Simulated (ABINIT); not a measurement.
An input for ABINIT 10.8.3 (AgBr (Bromargyrite)):

```
acell 3*1.0 Angstrom
rprim 
  0.000000000000 2.887250000000 2.887250000000
  2.887250000000 0.000000000000 2.887250000000
  2.887250000000 2.887250000000 0.000000000000
ntypat 2
znucl 47 35
natom 2
typat 1 2
xred 
  0.000000000000 0.000000000000 0.000000000000
  0.500000000000 0.500000000000 0.500000000000
pp_dirpath "pseudos"
pseudos "Ag.upf, Br.upf"
ecut 37
ngkpt 4 4 4
nshiftk 1
shiftk 0 0 0
kptopt 1
chksymbreak 0
istwfk *1
occopt 1
irdwfk 1
optdriver 3
nband 91
ecuteps 5
inclvkb 2
awtr 1
symchi 1
irdqps 1
gwcalctyp 28
nqptdm 7
qptdm 
  0.2500000000 0.0000000000 0.0000000000
  0.5000000000 0.0000000000 0.0000000000
  0.2500000000 0.2500000000 0.0000000000
  0.5000000000 0.2500000000 0.0000000000
  -0.2500000000 0.2500000000 0.0000000000
  0.5000000000 0.5000000000 0.0000000000
  -0.2500000000 0.5000000000 0.2500000000
indata_prefix "in"
outdata_prefix "out"
tmpdata_prefix "tmp"
```

```sh
OMP_NUM_THREADS=1 mpirun -n 4 abinit run.abi > log; mrgscr < mrgscr.stdin
```

Question: Estimate wall time and host memory on 4 MPI ranks of Arm Neoverse V1, shared host.

It took 23 s; on shared hardware allow 11 s to 45 s. Peak host memory was 0.8 GiB.

[Paths, hosts, dates, memory and timing lines, banners, echoed tables and standing remarks are left out of the program output.]

[Logs are printed without paths, hosts, clocks, repeated set-up lines and the standing remarks that a program may print on its own settings, such as how far it seeks lower states.]

[Runs of the session that timed out or met a known fault of the program may be left out.]

[Hosts, paths, dates, database ids (printed as entryN), source tags and the programs' standing remarks are cut or masked in the printed files.]

[G0W0 gaps are taken among the corrected bands and points alone; a level outside them can change the order at an edge.]

[Where Ansatz stands beside ABINIT at settings called matched, ABINIT's density can come from a denser mesh and the files from another edition; pairs whose starting gaps differed by over 0.03 eV were left out, so agreement reads better than it is.]
